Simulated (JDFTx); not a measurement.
**TiTe2: equation of state with PBEsol**

TiTe2:

```
CELL_PARAMETERS angstrom
3.77700 0.00000 0.00000
-1.88850 3.27098 0.00000
0.00000 0.00000 6.49800
ATOMIC_POSITIONS crystal
Te 0.33333 0.66667 0.73720
Te 0.66667 0.33333 0.26280
Ti 0.00000 0.00000 0.00000
```

```
Program             : JDFTx 1.7.0 (patched build)
Task                : equation of state
Functional          : PBEsol
Potentials or basis : PseudoDojo-SR-PBEsol-0.4.1-standard with smoothed tails
Cutoff              : 1143 eV
Density cutoff      : 9143 eV
k mesh              : 8 × 8 × 4
Occupations         : fermi-dirac, width 0.05 eV
Spin                : no spin polarisation
```

| Property | Result |
| --- | --- |
| Equilibrium volume | 25.88 Å³/atom |
| Bulk modulus at fixed shape and positions | 70 GPa |
| Pressure derivative of the bulk modulus | 4.2 |

Energy against volume, from the lowest point:
| volume (Å³/atom) | energy (meV/atom) |
| --- | --- |
| 25.154 | 4.37 |
| 25.689 | 0.00 |
| 26.225 | 0.64 |
| 26.760 | 5.77 |
| 27.295 | 14.93 |
| 27.830 | 27.73 |
| 28.365 | 43.79 |

Caveat: the cell was scaled at fixed shape and fractional positions, which overstates the stiffness of a crystal with free parameters, most of all of layers and chains; this functional lacks dispersion, which binds the layers, so the pressure and a relaxed spacing across them are unreliable. The run has no spin-orbit coupling, so splittings on Te are missing.
